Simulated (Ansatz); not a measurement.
The system is AlO.

```
Al O
1.0
     2.76919    0.00000    0.00000
     0.00000    2.76919    0.00000
     0.00000    0.00000    2.76919
Al O
1 1
Direct
  0.50000 0.50000 0.50000
  0.00000 0.00000 0.00000
```

The cell was built by a generator and needn't be a form met in nature.

| Property | Result |
| --- | --- |
| Program | Ansatz 0.2.0 |
| Task | relaxation of cell and atoms |
| Functional | r2SCAN |
| Potentials or basis | Ansatz PAW |
| Cutoff | 500 eV (not typed: the program's choice for these potentials) |
| k mesh | 10 × 10 × 10 |
| Occupations | fermi-dirac, width 0.05 eV |
| Spin | no spin polarisation |

At the start: volume 10.62 Å³/atom.

Q: Where does the relaxation end?

A: It ends after 6 steps and the volume is 10.32 Å³/atom (-2.8 %); space group Pm-3m (No. 221, to 0.05 Å).

The path:
| step | energy change (eV) | largest force (eV/Å) | volume (Å³) |
| --- | --- | --- | --- |
| 1 | 0.0000 | 0.0000 | 21.24 |
| 2 | -0.0067 | 0.0000 | 20.81 |
| 3 | -0.0074 | 0.0000 | 20.63 |
| 4 | -0.0071 | 0.0000 | 20.63 |
| 5 | -0.0071 | 0.0000 | 20.64 |
| 6 | -0.0071 | 0.0000 | 20.64 |

Final structure:
```
CELL_PARAMETERS angstrom
2.74310 0.00000 0.00000
0.00000 2.74310 0.00000
0.00000 0.00000 2.74310
ATOMIC_POSITIONS crystal
Al 0.50000 0.50000 0.50000
O 0.00000 0.00000 0.00000
```

Caveat: the plane-wave basis is chosen anew once the cell has moved, so the energies of steps on either side of that aren't comparable; an odd number of electrons without spin polarisation forces a metal; a magnetic or distorted state may lie lower; the PAW data sets come from PBE, with cores solved anew for the run's functional, which leaves a small shift of forces and pressure.
